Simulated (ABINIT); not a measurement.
# KCl (Sylvite) (Fm-3m) in ABINIT: notebook

One crystal, KCl (Sylvite), is run at these levels: PBE, PBEsol, LDA; tasks: single point, relaxation of cell and atoms.

All numbers are computed with ABINIT 10.8.3 (patched build); they aren't measurements. Logs are shortened: lines on timing, memory, paths and dates and some standing lists are left out, and cuts for length are marked. The log counts tension as positive stress, the text compression.

**What was measured.**

A printed reference work, monograph reports, for a bulk crystal of KCl: band gap 8.68 eV.

The results are compared with them further down.

### Step 1. Starting point

Symmetry: Fm-3m, No. 225, cubic system. The conventional cell has a = 6.293 Å, b = 6.293 Å, c = 6.293 Å, α = 90.00°, β = 90.00°, γ = 90.00°. K (site symmetry m-3m) is surrounded by 6 Cl at 3.15 Å. Around Cl (site symmetry m-3m) lie 6 K at 3.15 Å.

### Step 2. Single point, PBE

Contents of run.abi:

```
# Pseudopotentials
pp_dirpath "./"
pseudos "K.upf, Cl.upf"

# Structure
acell 3*1.0
rprim
     0.0000000000     5.9459665594     5.9459665594
     5.9459665594     0.0000000000     5.9459665594
     5.9459665594     5.9459665594     0.0000000000
ntypat 2
znucl 19 17
natom 2
typat 1 2
xcart
     0.0000000000     0.0000000000     0.0000000000
     3.1464700000     3.1464700000     3.1464700000 Angstrom

# Plane-wave basis
ecut 28.0

# k points
kptopt 1
ngkpt 5 5 5
nshiftk 1
shiftk 0.0 0.0 0.0

# Exchange and correlation
ixc 11

# Bands and occupations
nband 12
occopt 3
tsmear 0.05 eV

# SCF cycle
nstep 100
tolvrs 1.0e-10

# Output
iomode 3
prtwf 0
prteig 0
prtebands 0
enunit 1
prtvol 2
prtden 1
prtvha 1
prtvclmb 1
prtpot 1
prtelf 1
```

Potentials or basis: PseudoDojo NC SR PBE v0.4.1 standard.

Started as:

```bash
$ abinit run.abi > log 2>&1
```

run.abo:

```text
.Version 10.8.3 of ABINIT
 Symmetries : space group Fm -3 m (#225); Bravais cF (face-center cubic)
================================================================================
 Values of the parameters that define the memory need of the present run
     intxc =       0    ionmov =       0      iscf =       7    lmnmax =       6
     lnmax =       6     mgfft =      45  mpssoang =       3    mqgrid =    3001
     natom =       2  nloc_mem =       1    nspden =       1   nspinor =       1
    nsppol =       1      nsym =      48    n1xccc =    2501    ntypat =       2
    occopt =       3   xclevel =       2
       mpw =        2992          nfft =       91125          nkpt =          10
================================================================================
================================================================================

--------------------------------------------------------------------------------
------------- Echo of variables that govern the present computation ------------
--------------------------------------------------------------------------------
 -outvars: echo values of preprocessed input variables --------
            acell      1.0000000000E+00  1.0000000000E+00  1.0000000000E+00 Bohr
              amu      3.90983000E+01  3.54527000E+01
             ecut      2.80000000E+01 Hartree
           enunit           1
              ixc          11
         kptrlatt        5    0    0      0    5    0      0    0    5
          kptrlen      4.20443327E+01
            natom           2
            nband          12
            ngfft          45      45      45
             nkpt          10
            nstep         100
             nsym          48
           ntypat           2
           occopt           3
        prtebands           0
           prteig           0
           prtelf           1
           prtpot           1
         prtvclmb           1
           prtvha           1
           prtvol           2
            prtwf           0
            rprim      0.0000000000E+00  5.9459665594E+00  5.9459665594E+00
                       5.9459665594E+00  0.0000000000E+00  5.9459665594E+00
                       5.9459665594E+00  5.9459665594E+00  0.0000000000E+00
          spgroup         225
           tolvrs      1.00000000E-10
           tsmear      1.83746611E-03 Hartree
            typat      1  2
           xangst      0.0000000000E+00  0.0000000000E+00  0.0000000000E+00
                       3.1464699979E+00  3.1464699979E+00  3.1464699979E+00
            xcart      0.0000000000E+00  0.0000000000E+00  0.0000000000E+00
                       5.9459665594E+00  5.9459665594E+00  5.9459665594E+00
             xred      0.0000000000E+00  0.0000000000E+00  0.0000000000E+00
                       5.0000000000E-01  5.0000000000E-01  5.0000000000E-01
            znucl       19.00000   17.00000

================================================================================

 chkinp: Checking input parameters for consistency.

================================================================================
== DATASET  1 ==================================================================

--- !DatasetInfo
iteration_state: {dtset: 1, }
dimensions: {natom: 2, nkpt: 10, mband: 12, nsppol: 1, nspinor: 1, nspden: 1, mpw: 2992, }
cutoff_energies: {ecut:  28.0, pawecutdg:  -1.0, }
electrons: {nelect:   1.60000000E+01, charge:   0.00000000E+00, occopt:   3.00000000E+00, tsmear:   1.83746611E-03, }
meta: {optdriver: 0, ionmov: 0, optcell: 0, iscf: 7, paral_kgb: 0, }
...

 Exchange-correlation functional for the present dataset will be:
  GGA: Perdew-Burke-Ernzerhof functional - ixc=11
  J.P.Perdew, K.Burke, M.Ernzerhof, PRL 77, 3865 (1996)

 Real(R)+Recip(G) space primitive vectors, cartesian coordinates (Bohr,Bohr^-1):
 R(1)=  0.0000000  5.9459666  5.9459666  G(1)= -0.0840906  0.0840906  0.0840906
 R(2)=  5.9459666  0.0000000  5.9459666  G(2)=  0.0840906 -0.0840906  0.0840906
 R(3)=  5.9459666  5.9459666  0.0000000  G(3)=  0.0840906  0.0840906 -0.0840906
 Unit cell volume ucvol=  4.2043357E+02 bohr^3
 Angles (23,13,12)=  6.00000000E+01  6.00000000E+01  6.00000000E+01 degrees

 getcut: wavevector=  0.0000  0.0000  0.0000  ngfft=  45  45  45
         ecut(hartree)=     28.000   => boxcut(ratio)=   2.19670

--- Pseudopotential description ------------------------------------------------
- pspini: atom type   1  psp file is ./K.upf
12 -101130 2 -1 2222                          pspcod,pspxc,lmax,lloc,mmax
     nproj     2     2     2

- pspini: atom type   2  psp file is ./Cl.upf
12 -101130 2 -1 1028                          pspcod,pspxc,lmax,lloc,mmax
     nproj     2     2     2

   2.80830444E+02                                ecore*ucvol(ha*bohr**3)
[... 61 lines left out ...]
pressure_GPa:   3.6416E-01
xred      :
- [  0.0000E+00,   0.0000E+00,   0.0000E+00,  K]
- [  5.0000E-01,   5.0000E-01,   5.0000E-01, Cl]
cartesian_forces: # hartree/bohr
- [ -0.00000000E+00,  -0.00000000E+00,  -0.00000000E+00, ]
- [ -0.00000000E+00,  -0.00000000E+00,  -0.00000000E+00, ]
force_length_stats: {min:   0.00000000E+00, max:   0.00000000E+00, mean:   0.00000000E+00, }
...

 Integrated electronic density in atomic spheres:
 ------------------------------------------------
 Atom  Sphere_radius  Integrated_density
    1        2.00000          6.91051532
    2        2.00000          5.11715584
================================================================================

 ----iterations are completed or convergence reached----

 Mean square residual over all n,k,spin=   49.039E-07; max=  26.052E-05
   0.0000  0.0000  0.0000    1  6.71009E-08 kpt; spin; max resid(k); each band:
  3.58E-16 8.87E-17 1.38E-16 1.37E-16 1.38E-16 1.30E-16 1.27E-16 1.27E-16
  1.20E-15 2.59E-14 1.38E-08 6.71E-08
   0.2000  0.0000  0.0000    1  1.78721E-07 kpt; spin; max resid(k); each band:
  3.16E-16 1.43E-15 1.13E-16 1.13E-16 1.62E-15 2.63E-16 2.66E-16 2.68E-16
  7.21E-14 1.13E-09 4.61E-08 1.79E-07
   0.4000  0.0000  0.0000    1  3.69451E-07 kpt; spin; max resid(k); each band:
  2.26E-16 2.78E-15 7.78E-17 7.77E-17 3.24E-15 3.53E-16 2.78E-16 2.92E-16
  3.91E-13 8.59E-12 1.48E-07 3.69E-07
   0.2000  0.2000  0.0000    1  3.33254E-05 kpt; spin; max resid(k); each band:
  3.11E-16 1.30E-15 2.34E-16 2.34E-16 1.36E-15 3.83E-16 2.35E-16 2.38E-16
  1.73E-13 1.40E-10 1.55E-06 3.33E-05
   0.4000  0.2000  0.0000    1  2.60519E-04 kpt; spin; max resid(k); each band:
  2.62E-16 2.06E-15 2.02E-16 2.74E-16 2.43E-15 4.91E-16 3.56E-16 3.20E-16
  3.20E-12 7.09E-12 1.43E-04 2.61E-04
  -0.4000  0.2000  0.0000    1  1.56327E-05 kpt; spin; max resid(k); each band:
  3.36E-16 2.50E-15 4.86E-16 6.91E-17 3.02E-15 4.58E-16 4.74E-16 2.88E-16
  2.79E-12 1.75E-10 1.56E-05 6.32E-06
  -0.2000  0.2000  0.0000    1  4.77688E-05 kpt; spin; max resid(k); each band:
  2.67E-16 2.16E-15 3.37E-16 1.56E-17 2.48E-15 4.09E-16 2.78E-16 3.43E-16
  2.08E-12 2.96E-11 3.84E-07 4.78E-05
   0.4000  0.4000  0.0000    1  9.33847E-07 kpt; spin; max resid(k); each band:
  3.61E-16 7.20E-16 1.57E-15 3.05E-16 3.05E-16 7.39E-16 3.08E-16 3.13E-16
  2.28E-14 4.08E-12 5.06E-07 9.34E-07
  -0.4000  0.4000  0.0000    1  7.64569E-05 kpt; spin; max resid(k); each band:
  3.96E-16 1.13E-15 8.05E-16 2.44E-16 1.50E-15 7.44E-16 3.73E-16 3.71E-16
  1.73E-13 3.50E-10 3.10E-08 7.65E-05
  -0.4000  0.4000  0.2000    1  1.54487E-06 kpt; spin; max resid(k); each band:
  3.69E-16 1.75E-15 4.65E-16 5.59E-16 1.96E-15 5.61E-16 4.88E-16 3.36E-16
  2.21E-12 1.53E-12 5.59E-09 1.54E-06
 reduced coordinates (array xred) for    2 atoms
       0.000000000000      0.000000000000      0.000000000000
       0.500000000000      0.500000000000      0.500000000000
 rms dE/dt=  0.0000E+00; max dE/dt=  0.0000E+00; dE/dt below (all hartree)
    1       0.000000000000      0.000000000000      0.000000000000
    2       0.000000000000      0.000000000000      0.000000000000

 cartesian coordinates (angstrom) at end:
    1      0.00000000000000     0.00000000000000     0.00000000000000
    2      3.14646999789120     3.14646999789120     3.14646999789120

 cartesian forces (hartree/bohr) at end:
    1     -0.00000000000000    -0.00000000000000    -0.00000000000000
    2     -0.00000000000000    -0.00000000000000    -0.00000000000000
 frms,max,avg= 0.0000000E+00 0.0000000E+00   0.000E+00  0.000E+00  0.000E+00 h/b

 cartesian forces (eV/Angstrom) at end:
    1     -0.00000000000000    -0.00000000000000    -0.00000000000000
    2     -0.00000000000000    -0.00000000000000    -0.00000000000000
 frms,max,avg= 0.0000000E+00 0.0000000E+00   0.000E+00  0.000E+00  0.000E+00 e/A
 length scales=  1.000000000000  1.000000000000  1.000000000000 bohr
              =  0.529177210544  0.529177210544  0.529177210544 angstroms
 Fermi (or HOMO) energy (eV) =   1.58064   Average Vxc (eV)=  -7.63841
 Eigenvalues (   eV  ) for nkpt=  10  k points:
 kpt#   1, nband= 12, wtk=  0.00800, kpt=  0.0000  0.0000  0.0000 (reduced coord)
 -27.42616  -12.34888  -10.88780  -10.88780  -10.88780   -0.23110   -0.23110   -0.23110
   4.95847    8.13750    8.13750    8.13751
 kpt#   2, nband= 12, wtk=  0.06400, kpt=  0.2000  0.0000  0.0000 (reduced coord)
 -27.42234  -12.41889  -10.89098  -10.89098  -10.79924   -0.65236   -0.34860   -0.34860
   5.83119    7.93884    8.62438    8.62439
 kpt#   3, nband= 12, wtk=  0.06400, kpt=  0.4000  0.0000  0.0000 (reduced coord)
 -27.41663  -12.51871  -10.89612  -10.89612  -10.66894   -1.20006   -0.52683   -0.52683
   7.16031    8.20906    9.85957    9.85960
 kpt#   4, nband= 12, wtk=  0.04800, kpt=  0.2000  0.2000  0.0000 (reduced coord)
 -27.42105  -12.40051  -10.90673  -10.90673  -10.80545   -0.74332   -0.32455   -0.32455
   5.99311    7.29377    9.11878    9.12581
 kpt#   5, nband= 12, wtk=  0.19200, kpt=  0.4000  0.2000  0.0000 (reduced coord)
 -27.41631  -12.42890  -10.92049  -10.91602  -10.77635   -0.99903   -0.52667   -0.45465
   7.07212    7.40452    9.99236   10.06830
 kpt#   6, nband= 12, wtk=  0.19200, kpt= -0.4000  0.2000  0.0000 (reduced coord)
 -27.41431  -12.46132  -10.94481  -10.90595  -10.72337   -1.10089   -0.62633   -0.55453
   7.55614    8.22588    9.74100   10.24954
 kpt#   7, nband= 12, wtk=  0.09600, kpt= -0.2000  0.2000  0.0000 (reduced coord)
 -27.41809  -12.45633  -10.92952  -10.89045  -10.73287   -0.96382   -0.49235   -0.45250
   6.82375    7.75416    9.07060    9.77828
 kpt#   8, nband= 12, wtk=  0.04800, kpt=  0.4000  0.4000  0.0000 (reduced coord)
 -27.41373  -12.29786  -10.96019  -10.93795  -10.93795   -0.92081   -0.43839   -0.43839
   6.41973    7.67971    9.84748   10.09982
 kpt#   9, nband= 12, wtk=  0.09600, kpt= -0.4000  0.4000  0.0000 (reduced coord)
 -27.41258  -12.31987  -11.01330  -10.93180  -10.86583   -0.82542   -0.68356   -0.50076
   6.80297    8.75293    9.09454   10.01648
 kpt#  10, nband= 12, wtk=  0.19200, kpt= -0.4000  0.4000  0.2000 (reduced coord)
 -27.41341  -12.37636  -10.96670  -10.95776  -10.79394   -0.90638   -0.61189   -0.60540
   7.39521    8.04944    9.26522   10.08459
 Total charge density [el/Bohr^3]
)     Maximum=    5.5613E-01  at reduced coord.    0.0667    0.9111    0.9556
)Next maximum=    5.5613E-01  at reduced coord.    0.9111    0.0667    0.9556
)     Minimum=    8.3556E-04  at reduced coord.    0.2444    0.2444    0.2444
)Next minimum=    8.3556E-04  at reduced coord.    0.2667    0.2444    0.2444
   Integrated=    1.6000E+01

--- !EnergyTerms
iteration_state     : {dtset: 1, }
comment             : Components of total free energy in Hartree
kinetic             :  1.59157239290199E+01
hartree             :  9.94162817590661E+00
xc                  : -1.09376939677092E+01
Ewald energy        : -3.08334400218848E+01
psp_core            :  6.67954382789779E-01
local_psp           : -3.77922746379806E+01
non_local_psp       :  6.44032522989169E+00
internal            : -4.65977769099667E+01
'-kT*entropy'       :  1.25327081198538E-15
total_energy        : -4.65977769099667E+01
total_energy_eV     : -1.26799010570116E+03
band_energy         : -5.47270320381520E+00
...

 Cartesian components of stress tensor (hartree/bohr^3)
  sigma(1 1)= -1.23777137E-05  sigma(3 2)=  0.00000000E+00
  sigma(2 2)= -1.23777137E-05  sigma(3 1)=  0.00000000E+00
  sigma(3 3)= -1.23777137E-05  sigma(2 1)=  0.00000000E+00

-Cartesian components of stress tensor (GPa)         [Pressure=  3.6416E-01 GPa]
- sigma(1 1)= -3.64164911E-01  sigma(3 2)=  0.00000000E+00
- sigma(2 2)= -3.64164911E-01  sigma(3 1)=  0.00000000E+00
- sigma(3 3)= -3.64164911E-01  sigma(2 1)=  0.00000000E+00

== END DATASET(S) ==============================================================
================================================================================

 -outvars: echo values of variables after computation  --------
            acell      1.0000000000E+00  1.0000000000E+00  1.0000000000E+00 Bohr
           etotal     -4.6597776910E+01
            fcart     -0.0000000000E+00 -0.0000000000E+00 -0.0000000000E+00
                      -0.0000000000E+00 -0.0000000000E+00 -0.0000000000E+00
            rprim      0.0000000000E+00  5.9459665594E+00  5.9459665594E+00
                       5.9459665594E+00  0.0000000000E+00  5.9459665594E+00
                       5.9459665594E+00  5.9459665594E+00  0.0000000000E+00
           strten     -1.2377713730E-05 -1.2377713730E-05 -1.2377713730E-05
                       0.0000000000E+00  0.0000000000E+00  0.0000000000E+00
           xangst      0.0000000000E+00  0.0000000000E+00  0.0000000000E+00
                       3.1464699979E+00  3.1464699979E+00  3.1464699979E+00
             xred      0.0000000000E+00  0.0000000000E+00  0.0000000000E+00
                       5.0000000000E-01  5.0000000000E-01  5.0000000000E-01
 Calculation completed.
```

Wall time 15 s (1 thread of Arm Neoverse V1, shared host); peak memory 0.08 GiB.

Results:

```
Free energy                                           : -1267.9901 eV
Band gap on the k mesh                                : 5.19 eV, direct
Valence electrons inside the program's atomic spheres : K 6.91; Cl 5.12
```

Caveat: the cutoff is too short for stress, so the log's stress isn't used.

### Step 3. Single point, PBEsol

run.abi, as its differences from that of step 2:

```diff
@@ -14,8 +14,8 @@
 typat 1 2
-xcart
+xred
      0.0000000000     0.0000000000     0.0000000000
-     3.1464700000     3.1464700000     3.1464700000 Angstrom
+     0.5000000000     0.5000000000     0.5000000000
 
 # Plane-wave basis
-ecut 28.0
+ecut 33.0
 
@@ -28,3 +28,3 @@
 # Exchange and correlation
-ixc 11
+ixc -116133
 
@@ -42,10 +42,4 @@
 prtwf 0
+prtden 0
 prteig 0
 prtebands 0
-enunit 1
-prtvol 2
-prtden 1
-prtvha 1
-prtvclmb 1
-prtpot 1
-prtelf 1
```

Potentials or basis: PseudoDojo NC SR PBEsol v0.4.1 standard.

Started as:

```bash
$ abinit run.abi > log 2>&1
```

Run time: 17 s. Hardware: 1 thread of Arm Neoverse V1, shared host; peak memory 0.08 GiB.

Results (log left out):

| Item | Value |
| --- | --- |
| Free energy | -1265.2971 eV |
| Pressure | -0.5 GPa |
| Band gap on the k mesh | 5.03 eV, direct |
| Valence electrons inside the program's atomic spheres | K 6.90; Cl 5.10 |

Levels at points of the mesh, in eV from the valence-band top:
```tsv
k point	band 6	band 7	band 8	band 9	band 10	band 11
(0.00, 0.00, 0.00)	0.00	0.00	0.00	5.03	8.28	8.28
```

### Step 4. Single point, LDA

run.abi, as its differences from that of step 3:

```diff
@@ -14,8 +14,8 @@
 typat 1 2
-xred
+xcart
      0.0000000000     0.0000000000     0.0000000000
-     0.5000000000     0.5000000000     0.5000000000
+     3.1464700000     3.1464700000     3.1464700000 Angstrom
 
 # Plane-wave basis
-ecut 33.0
+ecut 36.0
 
@@ -28,3 +28,3 @@
 # Exchange and correlation
-ixc -116133
+ixc 7
 
@@ -45 +45,3 @@
 prtebands 0
+enunit 2
+prtvol 2
```

Potentials or basis: PseudoDojo NC SR LDA v0.4.1 standard.

Started as:

```bash
$ abinit run.abi > log 2>&1
```

Wall time 13 s (1 thread of Arm Neoverse V2, shared host); peak memory 0.08 GiB.

Results (log left out):

| Item | Value |
| --- | --- |
| Free energy | -1264.3780 eV |
| Pressure | -2.0 GPa |
| Band gap on the k mesh | 4.74 eV, direct |
| Valence electrons inside the program's atomic spheres | K 6.90; Cl 5.04 |

Levels at points of the mesh, in eV from the valence-band top:
```tsv
k point	band 6	band 7	band 8	band 9	band 10	band 11
(0.00, 0.00, 0.00)	0.00	0.00	0.00	4.74	8.08	8.08
```

### Step 5. Relaxation of cell and atoms, PBE

Contents of run.abi:

```
# Pseudopotentials
pp_dirpath "./"
pseudos "K.upf, Cl.upf"

# Structure
acell 3*1.0
rprim
     0.0000000000     5.9459665594     5.9459665594
     5.9459665594     0.0000000000     5.9459665594
     5.9459665594     5.9459665594     0.0000000000
ntypat 2
znucl 19 17
natom 2
typat 1 2
chkprim 0
chksymtnons 0
tolsym 1.0e-6
xred
            0.0            0.0            0.0
            1/2            1/2            1/2

# Plane-wave basis
ecut 37.0
ecutsm 0.5

# k points
kptopt 1
ngkpt 5 5 5
nshiftk 1
shiftk 0.0 0.0 0.0

# Exchange and correlation
ixc 11

# Bands and occupations
nband 12
occopt 3
tsmear 0.00183747

# SCF cycle
nstep 80
tolvrs 1.0e-12

# Output
iomode 3
prteig 0
prtebands 0
prtwf 0
prtden 0

# Relaxation
ionmov 2
optcell 2
ntime 50
tolmxf 2.0e-5
dilatmx 1.08
```

Potentials or basis: PseudoDojo NC SR PBE v0.4.1 standard.

Started as:

```bash
$ abinit run.abi > log 2>&1
```

Wall time 73 s (1 thread of Arm Neoverse V2, shared host); peak memory 0.11 GiB.

The run converged. Its results:

- Free energy: -1268.0132 eV
- Relaxed volume: 32.46 Å³/atom
- Relaxed cell: a = 4.511 Å, b = 4.511 Å, c = 4.511 Å, α = 60.00°, β = 60.00°, γ = 60.00°
- Space group after relaxing (to 0.05 Å): Fm-3m (No. 225)
- Energy gained by relaxing: 2.9 meV/atom
- Ionic steps: 4
- Pressure after relaxing: 0.0 GPa
- Band gap on the k mesh: 5.05 eV, direct

Step by step:
```
step  energy change (eV)  largest force (eV/Å)  pressure (GPa)  volume (Å³)
   1              0.0000                0.0000            0.74        62.30
   2             -0.0006                0.0000            0.70        62.44
   3             -0.0059                0.0000            0.04        64.78
   4             -0.0059                0.0000            0.00        64.93
```

Final structure:
```
K Cl
1.0
     0.00000    3.19009    3.19009
     3.19009    0.00000    3.19009
     3.19009    3.19009    0.00000
K Cl
1 1
Direct
  0.00000 0.00000 0.00000
  0.50000 0.50000 0.50000
```

Caveat: an odd mesh through Γ misses points on the zone boundary, where band edges often lie.

### Step 6. Overview

| task | level | potentials or basis | cell | cutoff (eV) | cell freedom (optcell) | optimiser (ionmov) | cutoff smearing ecutsm (Ha) | force stop (Ha/bohr) | gap on the mesh (eV) | pressure (GPa) |
| --- | --- | --- | --- | --- | --- | --- | --- | --- | --- | --- |
| single point | PBE | PseudoDojo NC SR PBE v0.4.1 standard | as given | 762 | - | - | - | - | 5.19 | - |
| single point | PBEsol | PseudoDojo NC SR PBEsol v0.4.1 standard | as given | 898 | - | - | - | - | 5.03 | -0.5 |
| single point | LDA | PseudoDojo NC SR LDA v0.4.1 standard | as given | 980 | - | - | - | - | 4.74 | -2.0 |
| relaxation of cell and atoms | PBE | PseudoDojo NC SR PBE v0.4.1 standard | relaxed | 1007 | 2 | 2 | 0.5 | 2e-05 | 5.05 | 0.0 |

Alike in all rows: no spin polarisation; k mesh 5 × 5 × 5; smearing fermi-dirac 0.05 eV.

Caveats: an odd mesh through Γ misses points on the zone boundary, where band edges often lie (some runs).

Absolute energies hang on the potentials; compare differences alone.

### Step 7. Against experiment

Step 3. A measured gap of KCl is 8.68 eV (a printed reference work, monograph); the calculated 5.03 eV misses it by -3.65 eV. The value is that of PBEsol, without temperature or zero-point motion. Semilocal functionals fall short of measured gaps as a rule.

Step 4. A measured gap of KCl is 8.68 eV (a printed reference work, monograph); the calculated 4.74 eV misses it by -3.94 eV. The value is that of LDA, without temperature or zero-point motion. Semilocal functionals fall short of measured gaps as a rule.
